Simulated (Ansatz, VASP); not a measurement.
## One calculation of HfO2, two programs

```
Hf O
1.0
    -0.06773    2.51087    2.51087
     2.51087   -0.06773    2.51087
     2.51087    2.51087   -0.06773
Hf O
1 2
Direct
  0.00000 0.00000 0.00000
  0.25000 0.25000 0.25000
  0.75000 0.75000 0.75000
```

Alike in both runs: task single point; functional PBEsol; k mesh 8 × 8 × 8; occupations gaussian, width 0.05 eV; no spin polarisation.

|  | VASP | Ansatz |
| --- | --- | --- |
| version | VASP 6.6.1 | Ansatz 0.2.0 |
| potentials or method | VASP PAW PBE potentials, release 64 (Hf_pv, O) | scalar-relativistic, plane waves, PAW |
| plane-wave cutoff (eV) | 520 | 520 |
| valence electrons in the cell | 22 | 38 |

```csv
,VASP,Ansatz,Ansatz less VASP
gap on the k mesh at the Fermi level (eV),3.66,3.65,-0.015
least direct gap on the mesh (eV),3.66,3.65,-0.015
pressure (GPa),-9.6,-6.1,+3.55
largest component of the traceless stress (GPa),2.54,2.66,+0.116
rms of the force components (eV/Å),0.155,0.168,+0.0130
```

Atom by atom the forces differ by 0.013 eV/Å (rms over components). The two sets of potentials don't hold the same shells in valence. Ansatz warned: «pseudo_functional_mismatch».

Caveats: the PAW data sets were made with another functional, which shifts forces and pressure a little (VASP); spin-orbit coupling is left out, which moves the levels of the heavy elements. A k mesh can miss the band edges.
